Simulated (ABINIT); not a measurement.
# TaN (P-6m2) in ABINIT: single point with PBEsol

Aim: the single point of TaN with PBEsol.

Program: ABINIT 10.8.3 (patched build). These are calculated values, not measurements. Logs are shortened: lines on timing, memory, paths and dates and some standing lists are left out, and cuts for length are marked. The log counts tension as positive stress, the text compression.

## Step 1: The crystal as given

Symmetry: P-6m2, No. 187, hexagonal system. The conventional cell has a = 2.938 Å, b = 2.938 Å, c = 2.883 Å, α = 90.00°, β = 90.00°, γ = 120.00°. Around Ta (site symmetry -6m2) lie 6 N at 2.23 Å. N (site symmetry -6m2) is surrounded by 6 Ta at 2.23 Å.

## Step 2: Single point, PBEsol

The input, run.abi:

```
# Pseudopotentials
pp_dirpath "./"
pseudos "Ta.upf, N.upf"

# Structure
acell 2.938 2.938 2.883 Angstrom
rprim
     1.0000000000     0.0000000000     0.0000000000
    -0.5000000000     0.8660254038     0.0000000000
     0.0000000000     0.0000000000     1.0000000000
ntypat 2
znucl 73 7
natom 2
typat 1 2
xred
     0.0000000000     0.0000000000     0.5000000000
     0.6666666667     0.3333333333     0.0000000000

# Plane-wave basis
ecut 979.609905 eV

# k points
kptopt 1
ngkpt 8 8 7
nshiftk 1
shiftk 0.0 0.0 0.0

# Exchange and correlation
ixc -116133

# Bands and occupations
nband 13
occopt 3
tsmear 0.05 eV

# SCF cycle
nstep 100
tolvrs 1.0e-10

# Output
iomode 3
prtwf 0
prtden 0
prteig 0
prtebands 0
```

Potentials or basis: PseudoDojo NC SR PBEsol v0.4.1 standard.

On the command line:

```console
abinit run.abi > log 2>&1
```

run.abo:

```text
.Version 10.8.3 of ABINIT
 Symmetries : space group P-6 m 2 (#187); Bravais hP (primitive hexag.)
================================================================================
 Values of the parameters that define the memory need of the present run
     intxc =       0    ionmov =       0      iscf =       7    lmnmax =       8
     lnmax =       8     mgfft =      30  mpssoang =       4    mqgrid =    3001
     natom =       2  nloc_mem =       1    nspden =       1   nspinor =       1
    nsppol =       1      nsym =      12    n1xccc =    2501    ntypat =       2
    occopt =       3   xclevel =       2
       mpw =        1525          nfft =       27000          nkpt =          40
================================================================================
================================================================================

--------------------------------------------------------------------------------
------------- Echo of variables that govern the present computation ------------
--------------------------------------------------------------------------------
 -outvars: echo values of preprocessed input variables --------
            acell      5.5520153579E+00  5.5520153579E+00  5.4480804210E+00 Bohr
              amu      1.80947900E+02  1.40067400E+01
             ecut      3.60000000E+01 Hartree
              ixc     -116133
         kptrlatt        8    0    0      0    8    0      0    0    7
          kptrlen      3.81365629E+01
            natom           2
            nband          13
            ngfft          30      30      30
             nkpt          40
            nstep         100
             nsym          12
           ntypat           2
           occopt           3
           prtden           0
        prtebands           0
           prteig           0
            prtwf           0
            rprim      1.0000000000E+00  0.0000000000E+00  0.0000000000E+00
                      -5.0000000000E-01  8.6602540380E-01  0.0000000000E+00
                       0.0000000000E+00  0.0000000000E+00  1.0000000000E+00
          spgroup         187
           tolvrs      1.00000000E-10
           tsmear      1.83746611E-03 Hartree
            typat      1  2
           xangst      0.0000000000E+00  0.0000000000E+00  1.4415000000E+00
                       1.4690000000E+00  8.4812754545E-01  0.0000000000E+00
            xcart      0.0000000000E+00  0.0000000000E+00  2.7240402105E+00
                       2.7760076790E+00  1.6027287807E+00  0.0000000000E+00
             xred      0.0000000000E+00  0.0000000000E+00  5.0000000000E-01
                       6.6666666667E-01  3.3333333333E-01  0.0000000000E+00
            znucl       73.00000    7.00000

================================================================================

 chkinp: Checking input parameters for consistency.

================================================================================
== DATASET  1 ==================================================================

--- !DatasetInfo
iteration_state: {dtset: 1, }
dimensions: {natom: 2, nkpt: 40, mband: 13, nsppol: 1, nspinor: 1, nspden: 1, mpw: 1525, }
cutoff_energies: {ecut:  36.0, pawecutdg:  -1.0, }
electrons: {nelect:   1.80000000E+01, charge:   0.00000000E+00, occopt:   3.00000000E+00, tsmear:   1.83746611E-03, }
meta: {optdriver: 0, ionmov: 0, optcell: 0, iscf: 7, paral_kgb: 0, }
...

 Real(R)+Recip(G) space primitive vectors, cartesian coordinates (Bohr,Bohr^-1):
 R(1)=  5.5520154  0.0000000  0.0000000  G(1)=  0.1801148  0.1039893  0.0000000
 R(2)= -2.7760077  4.8081863  0.0000000  G(2)=  0.0000000  0.2079786  0.0000000
 R(3)=  0.0000000  0.0000000  5.4480804  G(3)=  0.0000000  0.0000000  0.1835509
 Unit cell volume ucvol=  1.4543718E+02 bohr^3
 Angles (23,13,12)=  9.00000000E+01  9.00000000E+01  1.20000000E+02 degrees

 getcut: wavevector=  0.0000  0.0000  0.0000  ngfft=  30  30  30
         ecut(hartree)=     36.000   => boxcut(ratio)=   2.00205

--- Pseudopotential description ------------------------------------------------
- pspini: atom type   1  psp file is ./Ta.upf
12 -116133 3 -1 1432                          pspcod,pspxc,lmax,lloc,mmax
     nproj     2     2     2     2

- pspini: atom type   2  psp file is ./N.upf
12 -116133 1 -1 1058                          pspcod,pspxc,lmax,lloc,mmax
     nproj     2     2     0     0

   4.85512038E+02                                ecore*ucvol(ha*bohr**3)
--------------------------------------------------------------------------------

================================================================================

--- !BeginCycle
iteration_state: {dtset: 1, }
solver: {iscf: 7, nstep: 100, nline: 4, wfoptalg: 0, }
tolerances: {tolvrs: 1.00E-10, }
...

     iter   Etot(hartree)      deltaE(h)  residm     vres2
 ETOT  1  -75.372456846376    -7.537E+01 1.655E-01 3.613E+02
 ETOT  2  -75.287243398713     8.521E-02 5.793E-02 7.106E+02
 ETOT  3  -75.515070451488    -2.278E-01 1.398E-02 2.563E+00
 ETOT  4  -75.516098479719    -1.028E-03 4.159E-03 4.367E-02
 ETOT  5  -75.516107471050    -8.991E-06 8.308E-04 1.407E-03
 ETOT  6  -75.516108067278    -5.962E-07 1.937E-03 1.090E-04
 ETOT  7  -75.516108099110    -3.183E-08 3.669E-04 3.240E-07
 ETOT  8  -75.516108099147    -3.743E-11 3.450E-04 7.173E-08
 ETOT  9  -75.516108099174    -2.670E-11 1.217E-04 1.046E-09
 ETOT 10  -75.516108099175    -6.963E-13 1.406E-04 5.323E-12

 At SCF step   10       vres2   =  5.32E-12 < tolvrs=  1.00E-10 =>converged.

 Cartesian components of stress tensor (hartree/bohr^3)
  sigma(1 1)=  1.79321852E-04  sigma(3 2)=  0.00000000E+00
  sigma(2 2)=  1.79321851E-04  sigma(3 1)=  0.00000000E+00
  sigma(3 3)=  2.05004813E-04  sigma(2 1)=  0.00000000E+00

--- !ResultsGS
iteration_state: {dtset: 1, }
comment   : Summary of ground state results
lattice_vectors:
- [  5.5520154,   0.0000000,   0.0000000, ]
- [ -2.7760077,   4.8081863,   0.0000000, ]
- [  0.0000000,   0.0000000,   5.4480804, ]
lattice_lengths: [   5.55202,    5.55202,    5.44808, ]
lattice_angles: [ 90.000,  90.000, 120.000, ] # degrees, (23, 13, 12)
lattice_volume:   1.4543718E+02
convergence: {deltae: -6.963E-13, res2:  5.323E-12, residm:  1.406E-04, diffor: null, }
etotal    :  -7.55161081E+01
entropy   :   0.00000000E+00
fermie    :   5.50680465E-01
cartesian_stress_tensor: # hartree/bohr^3
- [  1.79321852E-04,   0.00000000E+00,   0.00000000E+00, ]
- [  0.00000000E+00,   1.79321851E-04,   0.00000000E+00, ]
- [  0.00000000E+00,   0.00000000E+00,   2.05004813E-04, ]
pressure_GPa:  -5.5277E+00
xred      :
- [  0.0000E+00,   0.0000E+00,   5.0000E-01, Ta]
- [  6.6667E-01,   3.3333E-01,   0.0000E+00,  N]
cartesian_forces: # hartree/bohr
- [  3.87988152E-28,   2.24005064E-28,  -0.00000000E+00, ]
- [ -3.87988152E-28,  -2.24005064E-28,  -0.00000000E+00, ]
force_length_stats: {min:   4.48010128E-28, max:   4.48010128E-28, mean:   4.48010128E-28, }
...

 Integrated electronic density in atomic spheres:
 ------------------------------------------------
 Atom  Sphere_radius  Integrated_density
    1        2.00000          9.26823159
    2        2.00000          5.24763405
================================================================================

 ----iterations are completed or convergence reached----

 Mean square residual over all n,k,spin=   61.369E-08; max=  14.062E-05
 reduced coordinates (array xred) for    2 atoms
       0.000000000000      0.000000000000      0.500000000000
       0.666666666667      0.333333333333      0.000000000000
 rms dE/dt=  1.7588E-27; max dE/dt=  4.3082E-27; dE/dt below (all hartree)
    1       0.000000000000      0.000000000000      0.000000000000
    2       0.000000000000      0.000000000000      0.000000000000

 cartesian coordinates (angstrom) at end:
    1      0.00000000000000     0.00000000000000     1.44150000000000
    2      1.46900000000000     0.84812754545480     0.00000000000000

 cartesian forces (hartree/bohr) at end:
    1      0.00000000000000     0.00000000000000    -0.00000000000000
    2     -0.00000000000000    -0.00000000000000    -0.00000000000000
 frms,max,avg= 2.5865877E-28 3.8798815E-28   0.000E+00  0.000E+00  0.000E+00 h/b

 cartesian forces (eV/Angstrom) at end:
    1      0.00000000000000     0.00000000000000    -0.00000000000000
    2     -0.00000000000000    -0.00000000000000    -0.00000000000000
 frms,max,avg= 1.3300769E-26 1.9951153E-26   0.000E+00  0.000E+00  0.000E+00 e/A
 length scales=  5.552015357917  5.552015357917  5.448080420992 bohr
              =  2.938000000000  2.938000000000  2.883000000000 angstroms
 Fermi (or HOMO) energy (hartree) =   0.55068   Average Vxc (hartree)=  -0.51346
 Eigenvalues (hartree) for nkpt=  40  k points:
 kpt#   1, nband= 13, wtk=  0.00223, kpt=  0.0000  0.0000  0.0000 (reduced coord)
  -1.96853   -0.73073   -0.72116   -0.72116   -0.10396    0.37893    0.37893    0.39224
   0.43892    0.62744    0.67849    0.67851    0.69376
      occupation numbers for kpt#   1
   2.00000    2.00000    2.00000    2.00000    2.00000    2.00000    2.00000    2.00000
   2.00000    0.00000    0.00000    0.00000    0.00000
 prteigrs : prtvol=0 or 1, do not print more k-points.

--- !EnergyTerms
iteration_state     : {dtset: 1, }
comment             : Components of total free energy in Hartree
kinetic             :  2.42149433897970E+01
hartree             :  7.74833726998266E+00
xc                  : -1.77822418761771E+01
Ewald energy        : -6.15192150351435E+01
psp_core            :  3.33829370720644E+00
local_psp           : -3.50843573980804E+01
non_local_psp       :  3.56814324638053E+00
internal            : -7.55160966960344E+01
'-kT*entropy'       : -1.14031402546542E-05
total_energy        : -7.55161080991747E+01
total_energy_eV     : -2.05489798527990E+03
band_energy         : -5.44937929733147E+00
...

 Cartesian components of stress tensor (hartree/bohr^3)
  sigma(1 1)=  1.79321852E-04  sigma(3 2)=  0.00000000E+00
  sigma(2 2)=  1.79321851E-04  sigma(3 1)=  0.00000000E+00
  sigma(3 3)=  2.05004813E-04  sigma(2 1)=  0.00000000E+00

-Cartesian components of stress tensor (GPa)         [Pressure= -5.5277E+00 GPa]
- sigma(1 1)=  5.27583102E+00  sigma(3 2)=  0.00000000E+00
- sigma(2 2)=  5.27583100E+00  sigma(3 1)=  0.00000000E+00
- sigma(3 3)=  6.03144983E+00  sigma(2 1)=  0.00000000E+00

== END DATASET(S) ==============================================================
================================================================================

 -outvars: echo values of variables after computation  --------
            acell      5.5520153579E+00  5.5520153579E+00  5.4480804210E+00 Bohr
           etotal     -7.5516108099E+01
            fcart      3.8798815199E-28  2.2400506399E-28 -0.0000000000E+00
                      -3.8798815199E-28 -2.2400506399E-28 -0.0000000000E+00
            rprim      1.0000000000E+00  0.0000000000E+00  0.0000000000E+00
                      -5.0000000000E-01  8.6602540380E-01  0.0000000000E+00
                       0.0000000000E+00  0.0000000000E+00  1.0000000000E+00
           strten      1.7932185168E-04  1.7932185085E-04  2.0500481277E-04
                       0.0000000000E+00  0.0000000000E+00  0.0000000000E+00
           xangst      0.0000000000E+00  0.0000000000E+00  1.4415000000E+00
                       1.4690000000E+00  8.4812754545E-01  0.0000000000E+00
             xred      0.0000000000E+00  0.0000000000E+00  5.0000000000E-01
                       6.6666666667E-01  3.3333333333E-01  0.0000000000E+00
 Calculation completed.
```

Wall time 25 s (1 thread of Arm Neoverse V1, shared host); peak memory 0.07 GiB.

Results:

```
Free energy                                           : -2054.8980 eV
Pressure                                              : -5.5 GPa
Band gap on the k mesh                                : none (metal or under the smearing width)
Valence electrons inside the program's atomic spheres : Ta 9.27; N 5.25
```

Caveat: the cutoff is short for stress, so the pressure is rough. The run has no spin-orbit coupling, so splittings on Ta are missing.
